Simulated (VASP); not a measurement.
# Lattice of KI, functional by functional, part 2 of 2

Which functional gives which lattice for KI? The starting structure is a measured crystal structure from the Crystallography Open Database. The first relaxation on each setting starts from this cell expanded by 3 % in volume.

VASP 6.6.1.

Results so far: PBEsol 43.14 Å³ an atom; LDA 39.74 Å³ an atom; PBE 46.46 Å³ an atom; PBEsol + D3(BJ) 40.09 Å³ an atom.

## (6) Relaxation with r2SCAN

Level of this step: r2SCAN; plane waves and PAW (I, K_sv) (VASP).

r2SCAN adds the kinetic-energy density, costs more than a GGA and is run with LASPH. This run starts from the cell of an earlier relaxation, which isn't shown; the restart sets up the plane waves anew.

INCAR reads:

```
SYSTEM = KI
PREC = Accurate
ENCUT = 450
EDIFF = 1E-06
NELM = 100
ISMEAR = 0
SIGMA = 0.03
LREAL = .FALSE.
ALGO = Normal
METAGGA = R2SCAN
LASPH = .TRUE.
NBANDS = 14
LORBIT = 11
LWAVE = .FALSE.
LCHARG = .FALSE.
KPAR = 4
IBRION = 2
NSW = 50
ISIF = 3
EDIFFG = -0.006
```

POSCAR reads:

```
KI
1.0
    0.0000000000      3.5470580962      3.5470580962
    3.5470580962      0.0000000000      3.5470580962
    3.5470580962      3.5470580962      0.0000000000
I K
1 1
Direct
    0.5000000000      0.5000000000      0.5000000000
    0.0000000000      0.0000000000      0.0000000000
```

KPOINTS reads:

```
Automatic mesh
0
Gamma
6 6 6
0 0 0
```

Potentials, in the order of the species: I and K_sv (PBE family, release 64).

Launch:

```
$ mpirun -np 4 vasp_std
```

What it wrote:

```text
[banner, memory and clock lines left out]
running    4 mpi-ranks, on    1 nodes
[...]
[... a notice as in an earlier step ...]

 LDA part: xc-table for (None), standard interpolation
 POSCAR, INCAR and KPOINTS ok, starting setup
[...]
entering main loop
       N       E                     dE             d eps       ncg     rms          rms(c)
DAV:   1     0.507000651663E+02    0.50700E+02   -0.59595E+03   448   0.870E+02
DAV:   2    -0.318739171537E+02   -0.82574E+02   -0.78100E+02   564   0.217E+02
DAV:   3    -0.370540960563E+02   -0.51802E+01   -0.51561E+01   644   0.463E+01
DAV:   4    -0.373356227418E+02   -0.28153E+00   -0.28144E+00   742   0.956E+00
[...]
DAV:  11    -0.339830403006E+02   -0.65267E-04   -0.51032E-05   472   0.534E-02    0.214E-02
DAV:  12    -0.339830558640E+02   -0.15563E-04   -0.16293E-05   472   0.379E-02    0.328E-03
DAV:  13    -0.339830557102E+02    0.15384E-06   -0.21707E-07   494   0.386E-03
   1 F= -.33983056E+02 E0= -.33983056E+02  d E =-.339831E+02
[...]
reached required accuracy - stopping structural energy minimisation
```

Run time: 21 s. Hardware: 4 MPI ranks of Intel Xeon Platinum 8259CL at 2.50GHz (Skylake/Cascade Lake), shared host; peak memory 0.84 GiB; 81 s of CPU time.

From OUTCAR (step 6):

```text
  Total        0.0005110      0.0005110      0.0005110      0.0000000      0.0000000     -0.0000000
  in kB        0.0091735      0.0091735      0.0091735      0.0000000      0.0000000     -0.0000000
  external PRESSURE =       0.0091735 kB  Pullay stress =       0.0000000 kB

 POSITION                                       TOTAL-FORCE (eV/Angst)
 -----------------------------------------------------------------------------------
      3.54706      3.54706      3.54706         0.000000      0.000000     -0.000000
      0.00000      0.00000      0.00000        -0.000000     -0.000000      0.000000
 -----------------------------------------------------------------------------------
    total drift:                                0.000000      0.000000      0.000000

  FREE ENERGIE OF THE ION-ELECTRON SYSTEM (eV)
  ---------------------------------------------------
  free  energy   TOTEN  =       -33.9830557102 eV

  energy  without entropy=      -33.9830557102  energy(sigma->0) =      -33.98305571

[... 2 parts as in an earlier step ...]

[... 2 further parts left out ...]
[key lines of the parts left out:]
E-fermi :  -0.6284
```

With r2SCAN the relaxed cell holds 44.628 Å³ an atom, +1.22 % against the measured cell, with a = 7.094 Å. That is +3.45 % from PBEsol.

## (7) Relaxation with r2SCAN + rVV10

rVV10 adds a nonlocal correlation energy for dispersion. This run starts from the cell of an earlier relaxation, which isn't shown; the restart sets up the plane waves anew.

Changes to INCAR since step 6:

```diff
@@ -10,2 +10,6 @@
 METAGGA = R2SCAN
+LUSE_VDW = .TRUE.
+IVDW_NL = 2
+BPARAM = 11.95
+CPARAM = 0.0093
 LASPH = .TRUE.
```

POSCAR reads:

```
KI
1.0
    0.0000000000      3.5092452625      3.5092452625
    3.5092452625      0.0000000000      3.5092452625
    3.5092452625      3.5092452625      0.0000000000
I K
1 1
Direct
    0.5000000000      0.5000000000      0.5000000000
    0.0000000000      0.0000000000      0.0000000000
```

KPOINTS is that of step 6.

Launch:

```
$ mpirun -np 4 vasp_std
```

What it wrote:

```text
[banner, memory and clock lines left out]
running    4 mpi-ranks, on    1 nodes
[...]
|                                                                             |
|               ----> ADVICE to this user running VASP <----                  |
|                                                                             |
|     You have switched on vdW-DFT.                                           |
|     This routine was written and supplied by Jiri Klimes. We recommend      |
|     that you carefully read and cite the following publications:            |
|       J. Klimes, D.R. Bowler, A. Michelides                                 |
|          J. Phys.: Cond Matt. 22 022201 (2010)                              |
|       J. Klimes, D.R. Bowler, A. Michelides                                 |
|          Phys. Rev. B. 83, 195131 (2011)                                    |
|     and references therein.                                                 |
|                                                                             |

[...]
DAV:  11    -0.334373251005E+02   -0.36481E-04   -0.34766E-05   484   0.425E-02    0.198E-02
Total rVV10 correction in eV:      0.5405287    18.4957969
Total rVV10 correction in eV:      0.5405287    18.4957969
Total rVV10 correction in eV:      0.5405287    18.4957969
Total rVV10 correction in eV:      0.5405287    18.4957969
DAV:  12    -0.334373393083E+02   -0.14208E-04   -0.15379E-05   448   0.388E-02    0.391E-03
Total rVV10 correction in eV:      0.5405423    18.4957969
Total rVV10 correction in eV:      0.5405423    18.4957969
Total rVV10 correction in eV:      0.5405423    18.4957969
Total rVV10 correction in eV:      0.5405423    18.4957969
DAV:  13    -0.334373392240E+02    0.84274E-07   -0.19684E-07   472   0.374E-03
Total rVV10 correction in eV:      0.5405394    18.4957969
Total rVV10 correction in eV:      0.5405394    18.4957969
Total rVV10 correction in eV:      0.5405394    18.4957969
Total rVV10 correction in eV:      0.5405394    18.4957969
Total rVV10 correction in eV:      0.5405422    18.4957969
Total rVV10 correction in eV:      0.5405422    18.4957969
Total rVV10 correction in eV:      0.5405422    18.4957969
Total rVV10 correction in eV:      0.5405422    18.4957969
   1 F= -.33437339E+02 E0= -.33437339E+02  d E =-.334373E+02
[...]
reached required accuracy - stopping structural energy minimisation
```

Wall time 91 s (4 MPI ranks); peak memory 1.5 GiB; 6 min of CPU time.

Parts of OUTCAR (step 7):

```text
  Total       -0.0094057     -0.0094057     -0.0094057     -0.0000000      0.0000000      0.0000000
  in kB       -0.1743536     -0.1743536     -0.1743536     -0.0000000      0.0000000      0.0000000
  external PRESSURE =      -0.1743536 kB  Pullay stress =       0.0000000 kB

 POSITION                                       TOTAL-FORCE (eV/Angst)
 -----------------------------------------------------------------------------------
      3.50925      3.50925      3.50925        -0.000000      0.000000     -0.000000
      0.00000      0.00000      0.00000         0.000000     -0.000000      0.000000
 -----------------------------------------------------------------------------------
    total drift:                                0.000000      0.000000      0.000000

  FREE ENERGIE OF THE ION-ELECTRON SYSTEM (eV)
  ---------------------------------------------------
  free  energy   TOTEN  =       -33.4373392240 eV

  energy  without entropy=      -33.4373392240  energy(sigma->0) =      -33.43733922

[... 2 parts as in an earlier step ...]

[... 2 further parts left out ...]
[key lines of the parts left out:]
E-fermi :  -0.5271
```

With r2SCAN + rVV10 the relaxed cell holds 43.216 Å³ an atom, -1.98 % against the measured cell, with a = 7.018 Å. That is +0.18 % from PBEsol.

## (8) All runs side by side

| level | volume (Å³/atom) | against the measured cell (%) | a (Å) | pressure left (GPa) | core minutes |
| --- | --- | --- | --- | --- | --- |
| PBEsol | 43.138 | -2.16 | 7.0143 | 0.01 | 1.57 |
| LDA | 39.74 | -9.87 | 6.8251 | 0.01 | 1.31 |
| PBE | 46.46 | 5.37 | 7.1899 | -0.01 | 1.84 |
| PBEsol + D3(BJ) | 40.087 | -9.08 | 6.8449 | 0.02 | 1.65 |
| r2SCAN | 44.628 | 1.22 | 7.0941 | 0.0 | 4.73 |
| r2SCAN + rVV10 | 43.216 | -1.98 | 7.0185 | -0.02 | 23.7 |

Core minutes are wall time times ranks, summed over the relaxations behind a row (those for a bulk modulus apart), on shared hosts.

## (9) Outcome

```yaml
volume_pbesol: 43.14 Å³/atom
volume_lda: 39.74 Å³/atom
volume_pbe: 46.46 Å³/atom
volume_pbesol_d3_bj: 40.09 Å³/atom
volume_r2scan: 44.63 Å³/atom
volume_r2scan_rvv10: 43.22 Å³/atom
```

What this shows: Across 6 levels the volume of KI spans 16.9 %, from 39.74 Å³ an atom (LDA) to 46.46 Å³ (PBE). Against the measured volume of the starting structure, r2SCAN comes nearest (+1.2 %) and LDA lies farthest (-9.9 %). The measured cell holds zero-point expansion and, unless it was taken cold, thermal expansion, which the runs lack, so small differences decide nothing. Adding D3(BJ) to PBEsol changes the volume by -7.1 %. Adding rVV10 to r2SCAN changes the volume by -3.2 %. LASPH is on in some of these runs and off in others, which adds a little to the differences. All runs keep the symmetry of the start, so they can't find a distortion of lower symmetry. Further runs on this material are not shown.

[Lines on the potential files, build, host, timing and source positions are cut from VASP's logs without a mark.]

[Logs are printed without paths, hosts, clocks, repeated set-up lines and the standing remarks that a program may print on its own settings, such as how far it seeks lower states.]

[Hosts, paths, dates, database ids (printed as entryN), source tags and the programs' standing remarks are cut or masked in the printed files.]
